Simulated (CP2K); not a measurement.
Ge:

```
Ge
1.0
     2.95207    0.00000    0.00000
    -1.62959    2.46153    0.00000
     0.00000    0.00000    2.69823
Ge
1
Direct
  0.50000 0.50000 0.00000
```

This isn't the form of Ge at room conditions, which is diamond.

Base run:

* Program: CP2K 2026.2
* Functional: r2SCAN
* Potentials or basis: POTENTIAL_UZH Ge GTH-SCAN-q4; TZVP-MOLOPT-SCAN-GTH basis
* Density cutoff: 9184 eV
* k mesh: 11 × 11 × 10
* Occupations: fermi-dirac, width 0.05 eV
* Spin: no spin polarisation

Its results: band gap on the k mesh none (metal or under the smearing width); pressure -5.9 GPa.

The run is repeated on the same cell with these changes: functional from r2SCAN to TASK; eps_default from 1.0E-9 to 1.0E-10. What comes out?

Band gap on the k mesh none (metal or under the smearing width); pressure -4.4 GPa.

Caveats: the basis of atomic orbitals isn't converged, which shifts pressures, moduli and gaps; the potentials were made for another functional, which shifts forces and pressure (some runs).

Not every run made on this cell is shown here.
